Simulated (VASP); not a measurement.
# SnTe (Ccc2) in VASP: relaxation of cell and atoms with PBE

Aim: the relaxation of cell and atoms of SnTe with PBE.

All numbers are computed with VASP 6.6.1; they aren't measurements. Logs are shortened: lines on timing, memory, paths and dates and some standing lists are left out, and cuts for length are marked.

### Step 1. The cell of the first run

The structure is orthorhombic, space group Ccc2 (No. 37). The conventional cell has a = 7.726 Å, b = 7.767 Å, c = 4.575 Å, α = 90.00°, β = 90.00°, γ = 90.00°. Sn (site symmetry 2) has 2 Sn at 2.29 Å as nearest neighbours. Te (site symmetry 2) is surrounded by 2 Sn at 2.74 Å.

The cell was built by a generator and needn't be a form met in nature.

### Step 2. Relaxation of cell and atoms, PBE (random cell with space group Ccc2 (No. 37))

File INCAR:

```
PREC = Accurate ; ENCUT = 600
EDIFF = 1E-7 ; ISMEAR = 0
SIGMA = 0.1 ; LREAL = F
LASPH = T ; NELM = 100
ALGO = Normal ; ISIF = 3
LWAVE = F ; LCHARG = F
GGA = PE ; IBRION = 2
NSW = 90 ; EDIFFG = -0.04
```

File KPOINTS:

```
Automatic mesh
0
Gamma
  4 4 4
```

File POSCAR:

```
SnTe
1.0
    3.8630715635     -3.8836107231      0.0000000000
    3.8630715635      3.8836107231      0.0000000000
    0.0000000000      0.0000000000      4.5751061320
Sn Te
2 2
Direct
    0.5000000000      0.5000000000      0.2146050327
    0.5000000000      0.5000000000      0.7146050327
    0.0000000000      0.5000000000      0.2500000000
    0.5000000000      0.0000000000      0.7500000000
```

Potentials or basis: VASP PAW PBE potentials, release 64 (Sn_d, Te).

Run with:

```bash
$ cat potpaw_PBE.64/Sn_d/POTCAR potpaw_PBE.64/Te/POTCAR > POTCAR
$ mpirun -np 1 vasp_std > vasp.out
```

OUTCAR:

```text
PREC = Accurate
   ENCUT = 600
   EDIFF = 1E-7
   ISMEAR = 0
   LREAL = F
   LASPH = T
   NELM = 100
   ISIF = 3
   GGA = PE
   IBRION = 2
   NSW = 90
   EDIFFG = -0.04

 ion  position               nearest neighbor table
   1  0.500  0.500  0.215-   2 2.29   2 2.29   3 2.74   3 2.74   4 3.47   4 3.47   4 3.67   4 3.67

   2  0.500  0.500  0.715-   1 2.29   1 2.29   4 2.74   4 2.74   3 3.47   3 3.47   3 3.67   3 3.67

   3  0.000  0.500  0.250-   1 2.74   1 2.74   2 3.47   2 3.47   2 3.67   2 3.67
   4  0.500  0.000  0.750-   2 2.74   2 2.74   1 3.47   1 3.47   1 3.67   1 3.67

  LATTYP: Found a base centered orthorhombic cell.
 ALAT       =     7.7261431270
 B/A-ratio  =     1.0053167950
 C/A-ratio  =     0.5921591222

  Lattice vectors:

 A1 = (   3.8630715635,  -3.8836107231,   0.0000000000)
 A2 = (   3.8630715635,   3.8836107231,   0.0000000000)
 A3 = (   0.0000000000,   0.0000000000,   4.5751061320)

Analysis of symmetry for initial positions (statically):
=====================================================================
 Subroutine PRICEL returns:
 Original cell was already a primitive cell.

 Routine SETGRP: Setting up the symmetry group for a
 base centered orthorhombic supercell.

 Subroutine GETGRP returns: Found  4 space group operations
 (whereof  2 operations were pure point group operations)
 out of a pool of  8 trial point group operations.

The static configuration has the point symmetry C_2 .
 The point group associated with its full space group is C_2v.

Analysis of symmetry for dynamics (positions and initial velocities):
=====================================================================
 Subroutine PRICEL returns:
 Original cell was already a primitive cell.

 Routine SETGRP: Setting up the symmetry group for a
 base centered orthorhombic supercell.

 Subroutine GETGRP returns: Found  4 space group operations
 (whereof  2 operations were pure point group operations)
 out of a pool of  8 trial point group operations.

The dynamic configuration has the point symmetry C_2 .
 The point group associated with its full space group is C_2v.

 Subroutine INISYM returns: Found  4 space group operations
 (whereof  2 operations are pure point group operations),
 and found     1 'primitive' translations

----------------------------------------------------------------------------------------

                                     Primitive cell

  volume of cell :     137.2776

  direct lattice vectors                    reciprocal lattice vectors
     3.863071564 -3.883610723  0.000000000     0.129430685 -0.128746168  0.000000000
     3.863071564  3.883610723  0.000000000     0.129430685  0.128746168  0.000000000
     0.000000000  0.000000000  4.575106132     0.000000000  0.000000000  0.218574164

  length of vectors
[... 87 lines left out ...]
   NFREE  =      1    steps in history (QN), initial steepest desc. (CG)
   ISIF   =      3    stress and relaxation
   ISYM   =      2    0-nonsym 1-usesym 2-fastsym
   POTIM  = 0.5000    time-step for ionic-motion
   TEBEG  =    0.0;   TEEND  =   0.0 temperature during run
   PSTRESS=    0.0 pullay stress
   NELECT =      40.0000    total number of electrons
   NUPDOWN=      -1.0000    fix difference up-down
   EMIN   =  10.00;   EMAX   =-10.00  energy-range for DOS
   EFERMI =   0.00;   METHOD = LEGACY
   ISMEAR =     0;   SIGMA  =   0.10  broadening in eV -4-tet -1-fermi 0-gaus
   EFERMI_NEDOS =   21; number of points for ismear=-14 and -15
   IALGO  =     38    algorithm
   IMIX   =      4    mixing-type and parameters
     AMIX     =   0.40;   BMIX     =  1.00
     AMIX_MAG =   1.60;   BMIX_MAG =  1.00
  volume/ion in A,a.u.               =      34.32       231.60
  Fermi-wavevector in a.u.,A,eV,Ry     =   1.085330  2.050975 16.026850  1.177940
  Thomas-Fermi vector in A             =   2.221441
   LORBIT       =      0    0 simple, 1 ext, 2 COOP (PROOUT), +10 PAW based schemes
   GGA     = PE    functional components
   LHFCALC =     F    Hartree Fock is set to
   AEXX    =    0.0000 exact exchange contribution
   IVDW    =     0    specifies the selected vdW correction
   LEPSILON=     F    determine dielectric tensor
   LRPA    =     F    only Hartree local field effects (RPA)
 conjugate gradient relaxation of ions
 non-spin polarized calculation
 Gauss-broadening in eV      SIGMA  =   0.10
  energy-cutoff  :      600.00
  volume of cell :      137.28
 maximum number of plane-waves:      4610
 NGX is ok and might be reduce to    48
   NGX = 21   NGY = 21   NGZ = 19

--------------------------------------- Ionic step        1  -------------------------------------------

 number of electron      40.0000007 magnetization

 Free energy of the ion-electron system (eV)
  ---------------------------------------------------
  ext. energy  EPLUGINS =         0.00000000
  ---------------------------------------------------
  free energy    TOTEN  =        -8.27834184 eV

  energy without entropy =       -8.26680269  energy(sigma->0) =       -8.27257227

 E-fermi :   5.2825     XC(G=0):  -8.6818

 val. band max:        5.1789198676   @ k =   0.5000  -0.0000   0.0000
 cond. band min:       5.3173706063   @ k =   0.2500  -0.0000   0.0000
 fundamental gap:      0.1384507388
 Fermi energy:         5.2824855932

 k-point     1 :       0.0000    0.0000    0.0000
  band No.  band energies     occupation
      1     -19.3459      2.00000
      2     -18.1770      2.00000
      3     -18.1768      2.00000
      4     -17.4886      2.00000
      5     -17.4207      2.00000
      6     -17.2921      2.00000
[... 663 lines left out ...]
  FREE ENERGIE OF THE ION-ELECTRON SYSTEM (eV)
  ---------------------------------------------------
  free  energy   TOTEN  =       -12.6797397280 eV

  energy  without entropy=      -12.6640223726  energy(sigma->0) =      -12.67188105

[... ionic steps 4 to 38 ...]

--------------------------------------- Ionic step       39  -------------------------------------------

 number of electron      39.9999995 magnetization

------------------------ aborting loop because EDIFF is reached ----------------------------------------
[... 71 lines left out ...]
--------------------------------------- Ionic step       41  -------------------------------------------

 number of electron      39.9999968 magnetization

 Free energy of the ion-electron system (eV)
  ---------------------------------------------------
  ext. energy  EPLUGINS =         0.00000000
  ---------------------------------------------------
  free energy    TOTEN  =       -14.06203494 eV

  energy without entropy =      -14.05918528  energy(sigma->0) =      -14.06061011

 E-fermi :   3.9937     XC(G=0):  -7.8852

 val. band max:        3.6952216126   @ k =   0.2500  -0.0000   0.5000
 cond. band min:       4.0362117378   @ k =   0.5000   0.5000   0.2500
 fundamental gap:      0.3409901253
 Fermi energy:         3.9937379288

 k-point     1 :       0.0000    0.0000    0.0000
  band No.  band energies     occupation
      1     -18.1073      2.00000
      2     -18.1037      2.00000
      3     -18.0860      2.00000
      4     -18.0857      2.00000
      5     -18.0856      2.00000
      6     -18.0851      2.00000
[... 587 lines left out ...]
  FREE ENERGIE OF THE ION-ELECTRON SYSTEM (eV)
  ---------------------------------------------------
  free  energy   TOTEN  =       -14.0620349406 eV

  energy  without entropy=      -14.0591852816  energy(sigma->0) =      -14.06061011

 reached required accuracy - stopping structural energy minimisation
```

OSZICAR:

```text
N       E                     dE             d eps       ncg     rms          rms(c)
DAV:   1     0.377021041033E+03    0.37702E+03   -0.21019E+04  1008   0.214E+03
[... 506 lines left out ...]
DAV:   3    -0.140631399733E+02    0.19224E-01   -0.57814E-02  1416   0.268E+00    0.182E-01
DAV:   4    -0.140623102719E+02    0.82970E-03   -0.23185E-03  1392   0.364E-01    0.186E-01
DAV:   5    -0.140620690086E+02    0.24126E-03   -0.20839E-04  1456   0.113E-01    0.827E-02
DAV:   6    -0.140620320884E+02    0.36920E-04   -0.97595E-05  1048   0.101E-01    0.879E-03
DAV:   7    -0.140620351895E+02   -0.31011E-05   -0.59748E-06  1464   0.211E-02    0.847E-03
DAV:   8    -0.140620349472E+02    0.24231E-06   -0.91217E-07   896   0.465E-03    0.169E-03
DAV:   9    -0.140620349406E+02    0.65684E-08   -0.35248E-07   944   0.351E-03
  41 F= -.14062035E+02 E0= -.14060610E+02  d E =-.167115E-01
```

CONTCAR:

```text
SnTe
   1.00000000000000
     3.3092398178109956   -3.2915077679335596    0.0000000000000000
     3.3092398178109956    3.2915077679335596    0.0000000000000000
     0.0000000000000000    0.0000000000000000    7.8392020240695999
  Sn              Te
     2     2
Direct
     0.5000000000000000    0.5000000000000000    0.1073614466536493
     0.5000000000000000    0.5000000000000000    0.6073614466536493
     0.0000000000000000    0.5000000000000000    0.3572435860463505
     0.5000000000000000    0.0000000000000000    0.8572435860463503

  0.00000000E+00  0.00000000E+00  0.00000000E+00
  0.00000000E+00  0.00000000E+00  0.00000000E+00
  0.00000000E+00  0.00000000E+00  0.00000000E+00
  0.00000000E+00  0.00000000E+00  0.00000000E+00
```

It took 38 min on 1 thread of Intel Xeon Platinum 8259CL at 2.50GHz (Skylake/Cascade Lake), shared host; peak memory 0.35 GiB.

Results:

```yaml
Free_energy: -14.0620 eV
Relaxed_volume: 42.69 Å³/atom
Relaxed_cell: a = 4.667 Å, b = 4.667 Å, c = 7.839 Å, α = 90.00°, β = 90.00°, γ = 89.69°
Space_group_after_relaxing_to_0.05_Å: Cccm (No. 66)
Energy_gained_by_relaxing: 1445.9 meV/atom
Ionic_steps: 41
Pressure_after_relaxing: 0.0 GPa
Band_gap_on_the_k_mesh: none (metal or under the smearing width)
```

The path:
```
step  energy change (eV)  largest force (eV/Å)  pressure (GPa)  volume (Å³)
   1              0.0000                0.2943           21.37       137.28
   3             -4.4014                0.2109            0.00       192.15
   5             -4.4371                0.1908           -1.08       202.53
   7             -4.5093                0.2567            0.18       193.44
   9             -4.5254                0.2802            0.14       194.12
  11             -4.6258                0.3806           -0.93       204.81
  13             -4.6681                0.3730           -1.63       212.27
  15             -4.6876                0.3769           -1.67       212.35
  17             -4.7780                0.3885           -1.93       212.65
  19             -5.1965                0.1135           -3.27       212.71
  21             -5.2228                0.0039           -3.35       212.59
  23             -5.3940                0.2888           -2.34       201.16
  25             -5.4496                0.3297           -2.01       197.16
  27             -5.6580                0.1459            0.20       176.08
  29             -5.6692                0.0281           -0.36       179.38
  31             -5.6917                0.0589           -0.03       176.46
  33             -5.7148                0.2369            0.58       171.94
  35             -5.7366                0.3376            0.24       171.31
  37             -5.7602                0.2096           -0.27       173.26
  39             -5.7670                0.1090           -0.71       175.14
  41             -5.7837                0.0017           -0.04       170.78
```

Final structure:
```
Sn Te
1.0
     3.30924   -3.29151    0.00000
     3.30924    3.29151    0.00000
     0.00000    0.00000    7.83920
Sn Te
2 2
Cartesian
  3.3092 0.0000 0.8416
  3.3092 0.0000 4.7612
  1.6546 1.6458 2.8005
  1.6546 -1.6458 6.7201
```

Levels at points of the mesh, in eV from the Fermi level:
```csv
k point,band 18,band 19,band 20,band 21,band 22,band 23
"(0.00, 0.00, 0.00)",-1.33,-1.33,-0.75,0.49,0.51,0.51
"(0.50, 0.00, 0.00)",-2.52,-1.26,-1.09,0.80,1.42,2.47
"(0.50, 0.50, 0.00)",-2.53,-1.84,-0.34,-0.33,1.15,1.77
"(0.00, 0.00, 0.50)",-1.84,-1.55,-1.55,1.25,1.25,1.44
"(0.50, 0.00, 0.50)",-2.05,-1.09,0.21,0.22,0.35,0.66
"(0.50, 0.50, 0.50)",-2.50,-2.22,-2.22,0.71,0.71,1.75
```

Caveat: the volume moved by over 15 % at a fixed basis, so the end points are rough.
